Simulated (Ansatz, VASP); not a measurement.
Mg2ZnO3 in VASP and in Ansatz

INCAR

```
PREC = Accurate
ENCUT = 520
EDIFF = 1E-6
ISMEAR = 0
SIGMA = 0.01
LREAL = F
LASPH = T
NELM = 150
ALGO = Normal
ISIF = 2
LWAVE = F
LCHARG = F
LDAU = T
LDAUTYPE = 2
LDAUL = -1 2 -1
LDAUU = 0 8 0
LDAUJ = 0 0 0
LDAUPRINT = 1
GGA = PS
IVDW = 13
NBANDS = 26
```

File KPOINTS:

```
regular mesh
0
Gamma
  7 7 3
```

File POSCAR:

```
Mg2ZnO3
1.0
    3.0329985900      0.0000000000      0.0000000000
   -1.5164993000      2.6266538300      0.0000000000
    0.0000000000      0.0000000000      7.4033160000
Mg Zn O
2 1 3
Direct
    0.3333333291      0.6666666692      0.6657999996
    0.6666666709      0.3333333308      0.3342000004
    0.0000000000      0.0000000000      0.0000000000
    0.3333333291      0.6666666692      0.1726189994
    0.6666666709      0.3333333308      0.8273810006
    0.0000000000      0.0000000000      0.5000000000
```

Input for Ansatz:

```yaml
crystal:
  lattice:
    - [3.03299859, 0.0, 0.0]
    - [-1.5164993, 2.62665383, 0.0]
    - [0.0, 0.0, 7.403316]
  atoms:
    - { symbol: Mg, position: [0.33333332910726315, 0.6666666692047502, 0.665799999621791] }
    - { symbol: Mg, position: [0.6666666708927368, 0.33333333079524985, 0.33420000037820885] }
    - { symbol: Zn, position: [0.0, 0.0, 0.0] }
    - { symbol: O, position: [0.33333332910726315, 0.6666666692047502, 0.17261899937811648] }
    - { symbol: O, position: [0.6666666708927368, 0.33333333079524985, 0.8273810006218835] }
    - { symbol: O, position: [0.0, 0.0, 0.5] }
kpoints:
  mp_grid:
    grid: [7, 7, 3]
hamiltonian:
  xc: pbesol
  dispersion: d4
  hubbard:
    - { species: Zn, l: d, u_eff: 8.0 }
scf:
  occupations:
    method: fixed
output:
  eigenvalues: true
```

The cell comes from a database or a generator and needn't be the stable form of this composition.

Alike in both runs: task single point; functional PBEsol; dispersion D4; k mesh 7 × 7 × 3; no spin polarisation; Hubbard terms Zn d U = 8.0 eV.

```csv
,VASP,Ansatz
version,VASP 6.6.1,Ansatz 0.2.0
potentials or method,"VASP PAW PBE potentials, release 64 (Mg, Zn, O)","plane waves, PAW"
plane-wave cutoff (eV),520,420
occupations,"gaussian, width 0.01 eV",fixed
valence electrons in the cell,34,50
```

```csv
,VASP,Ansatz,Ansatz less VASP
gap on the k mesh at the Fermi level (eV),3.21,3.05,-0.156
dispersion energy (meV/atom),-110.4,-110.4,-0.02
```

The programs project onto different local orbitals, so the same U acts differently. The two sets of potentials don't hold the same shells in valence.

Caveats: an odd mesh through Γ misses points on the zone boundary, where band edges often lie.
